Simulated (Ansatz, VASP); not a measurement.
# Cross-check of AlN between VASP and Ansatz, part 3 of 3

One calculation is typed for both programs; each brings its own data sets and cutoff. How far apart do they land?

VASP 6.6.1 and Ansatz 0.2.0.

So far: The starting structure; VASP: band structure, HSE03; Ansatz: band structure, HSE03; Side by side.

### 5. VASP: band structure, r2SCANh with an exact-exchange share of 0.1

Level of this step: r2SCANh; plane waves and PAW (Al, N) (VASP).

The same path points are solved in both programs, so levels can be compared one by one.

The run reads the wave functions of an earlier VASP run, which isn't shown here.

File INCAR:

```
SYSTEM = AlN
PREC = Accurate
ENCUT = 520
EDIFF = 1E-06
NELM = 100
ISMEAR = 0
SIGMA = 0.02
LREAL = .FALSE.
ALGO = Normal
LHFCALC = .TRUE.
AEXX = 0.1
METAGGA = R2SCAN
LASPH = .TRUE.
NBANDS = 14
PRECFOCK = Fast
HFRCUT = -1
LORBIT = 11
LWAVE = .FALSE.
LCHARG = .FALSE.
KPAR = 8
```

File POSCAR:

```
AlN
1.0
    3.1100000000      0.0000000000      0.0000000000
   -1.5550000000      2.6933390058      0.0000000000
    0.0000000000      0.0000000000      4.9800000000
Al N
2 2
Direct
    0.6666666667      0.3333333333      0.0000000000
    0.3333333333      0.6666666667      0.5000000000
    0.6666666667      0.3333333333      0.3820000000
    0.3333333333      0.6666666667      0.8820000000
```

File KPOINTS:

```
Automatic mesh
0
Gamma
5 5 3
0 0 0
```

File KPOINTS_OPT:

```
Line mode
6
Line-mode
Reciprocal
  0.00000000   0.00000000   0.00000000 GAMMA
  0.50000000   0.00000000   0.00000000 M

  0.50000000   0.00000000   0.00000000 M
  0.33333333   0.33333333   0.00000000 K

  0.33333333   0.33333333   0.00000000 K
  0.00000000   0.00000000   0.00000000 GAMMA

  0.00000000   0.00000000   0.00000000 GAMMA
  0.00000000   0.00000000   0.50000000 A

  0.00000000   0.00000000   0.50000000 A
  0.50000000   0.00000000   0.50000000 L

  0.50000000   0.00000000   0.50000000 L
  0.33333333   0.33333333   0.50000000 H

  0.33333333   0.33333333   0.50000000 H
  0.00000000   0.00000000   0.50000000 A

  0.50000000   0.00000000   0.50000000 L
  0.50000000   0.00000000   0.00000000 M

  0.33333333   0.33333333   0.00000000 K
  0.33333333   0.33333333   0.50000000 H
```

The projector-augmented-wave data sets are Al and N (PBE family, release 64).

Started as:

```console
mpirun -np 8 vasp_std
```

Numbers of over 12 decimals in the logs are rounded to 6 here.

Log:

```text
[banner, memory and clock lines left out]
running    8 mpi-ranks, on    1 nodes
[...]
[... a notice as in an earlier step ...]

|                                                                             |
|               ----> ADVICE to this user running VASP <----                  |
|                                                                             |
|     You enforced a specific xc type in the INCAR file but a different       |
|     [... a line on the potential file left out ...]
|     I HOPE YOU KNOW WHAT YOU ARE DOING!                                     |
|                                                                             |

 LDA part: xc-table for (None), standard interpolation
 found WAVECAR, reading the header
 POSCAR, INCAR and KPOINTS ok, starting setup
[...]
HFRCUT set to (new)   9.073005
 reading WAVECAR
 the WAVECAR file was read successfully
 initial charge from wavefunction
 entering main loop
       N       E                     dE             d eps       ncg     rms          rms(c)
[...]
DAV:  15    -0.403299780736E+02    0.18359E-05   -0.82612E-09   212   0.814E-04    0.347E-03
DAV:  16    -0.403299771012E+02    0.97245E-06   -0.26344E-09   212   0.473E-04
   1 F= -.40329977E+02 E0= -.40329977E+02  d E =-.669300E-32
 Start KPOINTS_OPT (optional k-point list driver)
k-point batch [1-10\54]
       N       E                     dE             ncg
DAV:   1     0.772008432757E+03   -0.37792E+04      280
DAV:   2     0.212296847720E+02   -0.75078E+03      370
DAV:   3    -0.273745679278E+02   -0.48604E+02      370
DAV:   4    -0.279505648658E+02   -0.57600E+00      364
DAV:   5    -0.279569020286E+02   -0.63372E-02      400
DAV:   6    -0.279570519459E+02   -0.14992E-03      408
DAV:   7    -0.279570562440E+02   -0.42981E-05      368
DAV:   8    -0.279570563734E+02   -0.12942E-06      320
[...]
k-point batch [51-54\54]
       N       E                     dE             ncg
DAV:   1     0.420198669161E+04   -0.25585E+04      112
DAV:   2     0.396173119359E+04   -0.24026E+03      144
DAV:   3     0.394645031110E+04   -0.15281E+02      148
DAV:   4     0.394625080991E+04   -0.19950E+00      148
DAV:   5     0.394624872063E+04   -0.20893E-02      160
DAV:   6     0.394624867457E+04   -0.46057E-04      154
DAV:   7     0.394624867314E+04   -0.14304E-05      136
DAV:   8     0.394624867310E+04   -0.40637E-07      110
```

OUTCAR, selected parts (step 5):

```text
 POSITION                                       TOTAL-FORCE (eV/Angst)
 -----------------------------------------------------------------------------------
      1.55500      0.89778      0.00000        -0.000000      0.000000      0.014241
     -0.00000      1.79556      2.49000         0.000000      0.000000      0.014241
      1.55500      0.89778      1.90236        -0.000000     -0.000000     -0.014241
     -0.00000      1.79556      4.39236         0.000000      0.000000     -0.014241
 -----------------------------------------------------------------------------------
    total drift:                               -0.000000     -0.000000     -0.017198

  FREE ENERGIE OF THE ION-ELECTRON SYSTEM (eV)
  ---------------------------------------------------
  free  energy   TOTEN  =       -40.3299771012 eV

  energy  without entropy=      -40.3299771012  energy(sigma->0) =      -40.32997710

[... 2 parts as in an earlier step ...]

[... 1 further part left out ...]
[key lines of the parts left out:]
E-fermi :   5.5960
```

### 6. Ansatz: band structure, r2SCANh with an exact-exchange share of 0.1

The same cell, functional, mesh and smearing now go to Ansatz, which takes its cutoff from its data sets.

File input.yaml:

```yaml
crystal:
  lattice:
    - [3.11, 0.0, 0.0]
    - [-1.555, 2.6933390058, 0.0]
    - [0.0, 0.0, 4.98]
  atoms:
    - { symbol: Al, position: [0.6666666667, 0.3333333333, 0.0] }
    - { symbol: Al, position: [0.3333333333, 0.6666666667, 0.5] }
    - { symbol: "N", position: [0.6666666667, 0.3333333333, 0.382] }
    - { symbol: "N", position: [0.3333333333, 0.6666666667, 0.882] }
hamiltonian:
  xc: r2scanh
  pseudopotentials: { kind: paw }
kpoints:
  mp_grid: { grid: [5, 5, 3] }
  band_path:
    path:
      - [0.0, 0.0, 0.0]
      - [0.4, 0.0, 0.0]
      - [0.4, 0.2, 0.0]
      - [0.2, 0.2, 0.0]
      - [0.0, 0.0, 0.1]
      - [0.0, 0.0, 0.5]
      - [0.4, 0.0, 0.5]
      - [0.4, 0.2, 0.5]
      - [0.2, 0.2, 0.5]
      - [0.5, 0.0, 0.4]
      - [0.33333, 0.33333, 0.0]
      - [0.33333, 0.33333, 0.5]
    npoints: 1
scf:
  occupations: { method: gaussian, width: 0.02 }
  n_extra_bands: 8
output:
  forces: true
  stress: true
  eigenvalues: true
```

Started as:

```console
ansatz run input.yaml --threads 4 --pin off --max-ram 9216MiB --backend cpu --events-out ev --progress --plain --runs-dir out
```

Log:

```text
[...]
Crystal: 4 atoms, lattice volume = 41.714 Å³
Basis set: ecut = 500 eV, 1087 PW (Γ), exchange–correlation on 96×96×160 points (64 copies of the dense FFT grid, shifted against one another)
Bands: 16, of which v1, the nominal top of the filled ones, is band 8 counted from 1 (7 counted from 0)
Symmetry: 12 space group operations
[...]
k-points: 10 of 75 (time reversal used)
[...]
--- Band table (eV; the first three rows and the last of 10) ---
  k-point 0: bands = [... 4 lower, 5.5058, 6.1956, 6.1956, 6.4391, 12.0264, 14.7019, 18.9224, 19.2854, ... 4 higher]
  k-point 1: bands = [... 4 lower, 5.6703, 5.6703, 6.0148, 6.0148, 13.5388, 14.8036, 18.4139, 19.2881, ... 4 higher]
  k-point 2: bands = [... 4 lower, 4.4738, 4.9609, 6.0657, 6.1644, 13.7027, 15.8830, 16.7297, 17.9050, ... 4 higher]
  k-point 9: bands = [... 4 lower, 2.8274, 3.7660, 4.8933, 5.4822, 13.7727, 15.1015, 16.8662, 17.1301, ... 4 higher]
[key lines of the parts left out:]
Free energy (F): -1856.651924 eV
Fermi energy:    9.232775 eV
P = ⅓ Tr σ = -1.8581 GPa (-18.581 kbar)
```

The job ended after 47 s (4 threads of Intel Xeon Platinum 8259CL at 2.50GHz (Skylake/Cascade Lake), shared host; peak memory 0.79 GiB; 2.5 min of CPU time).

### 7. Comparison

What differs besides the data sets and the points named for the pairs above, as far as they apply: the cutoff is 500 eV in Ansatz and 520 eV in VASP. Total energies have different zeros and are not compared.

Both answers:

| quantity | Ansatz | VASP | difference |
| --- | --- | --- | --- |
| gap over the path points (eV) | 5.587 | 5.619 | -0.032 |

Levels at points of the path, from each program's valence-band top (eV; 4 filled, then empty):

| k (reciprocal lattice) | Ansatz | VASP |
| --- | --- | --- |
| 0.000 0.000 0.000 | -0.93 -0.24 -0.24 0.00 5.59 8.26 12.48 | -0.94 -0.24 -0.24 0.00 5.62 8.27 12.50 |
| 0.400 0.000 0.000 | -3.98 -2.13 -1.36 -0.69 7.47 7.55 9.72 | -3.99 -2.13 -1.36 -0.69 7.47 7.55 9.74 |
| 0.400 0.200 0.000 | -3.42 -3.12 -2.02 -1.88 6.75 9.07 10.74 | -3.42 -3.12 -2.02 -1.89 6.75 9.08 10.76 |
| 0.200 0.200 0.000 | -3.96 -2.23 -1.32 -0.94 8.13 8.87 10.11 | -3.97 -2.23 -1.32 -0.94 8.13 8.88 10.12 |
| 0.000 0.000 0.100 | -0.92 -0.26 -0.26 -0.23 5.78 8.29 12.41 | -0.92 -0.26 -0.26 -0.23 5.81 8.29 12.42 |
| 0.000 0.000 0.500 | -0.60 -0.60 -0.60 -0.60 7.99 7.99 12.13 | -0.60 -0.60 -0.60 -0.60 8.01 8.01 12.13 |
| 0.400 0.000 0.500 | -1.53 -1.53 -1.48 -1.48 6.96 6.96 11.09 | -1.53 -1.53 -1.49 -1.49 6.96 6.96 11.09 |
| 0.400 0.200 0.500 | -3.21 -3.21 -0.94 -0.94 7.90 7.90 10.58 | -3.22 -3.22 -0.94 -0.94 7.90 7.90 10.58 |
| 0.200 0.200 0.500 | -2.35 -2.35 -1.22 -1.22 8.06 8.06 11.18 | -2.36 -2.36 -1.23 -1.23 8.06 8.06 11.18 |
| 0.500 0.000 0.400 | -1.89 -1.78 -1.33 -1.18 6.42 7.09 10.67 | -1.89 -1.79 -1.33 -1.18 6.42 7.09 10.67 |

Among the levels compared at these points, filled levels agree within 12 meV and empty ones within 32 meV.

### 8. Outcome

| Item | Value |
| --- | --- |
| difference in gap over the path points (band structure, HSE03) | 0.0065 eV |
| difference in gap over the path points (band structure, r2SCANh with an exact-exchange share of 0.1) | -0.032 eV |

In words: The difference in gap over the path points is -0.032 eV (band structure, r2SCANh with an exact-exchange share of 0.1), within the 0.08 eV picked in this series as the mark of a large difference. How closely two codes agree says nothing of how well the functional describes the real material.

[Lines on the potential files, build, host, timing and source positions are cut from VASP's logs without a mark.]

[Logs are printed without paths, hosts, clocks, repeated set-up lines and the standing remarks that a program may print on its own settings, such as how far it seeks lower states.]

[Hosts, paths, dates, database ids (printed as entryN), source tags and the programs' standing remarks are cut or masked in the printed files.]
